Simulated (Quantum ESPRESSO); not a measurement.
The system is SrCl2.

```
Sr Cl
1.0
     0.00000    3.48835    3.48835
     3.48835    0.00000    3.48835
     3.48835    3.48835    0.00000
Sr Cl
1 2
Direct
  0.00000 0.00000 0.00000
  0.75000 0.75000 0.75000
  0.25000 0.25000 0.25000
```

Base run:

- Program: Quantum ESPRESSO 7.5
- Functional: BLYP
- Potentials or basis: PseudoDojo 0.4.1 SR PBE standard
- Cutoff: 925 eV
- Density cutoff: 3701 eV
- k mesh: 4 × 4 × 4, shifted
- Occupations: fermi-dirac, width 0.05 eV
- Spin: no spin polarisation

Its results: pressure 2.8 GPa; electronic dielectric tensor (diagonal) 2.90.

Q: After a change of settings the same cell gave: pressure 1.0 GPa; electronic dielectric tensor (diagonal) 2.92. Which change was it?
A. functional from BLYP to PBEsol; potentials or basis from PseudoDojo 0.4.1 SR PBE standard to PseudoDojo 0.4.1 SR PBEsol standard
B. functional from BLYP to PBE
C. functional from BLYP to WC
D. functional from BLYP to AM05

A: B.

PBE binds more tightly than BLYP, so the same cell stands under less pressure.

Caveats: the potentials were made for another functional, which shifts forces and pressure (some runs).

Not every run made on this cell is shown here.
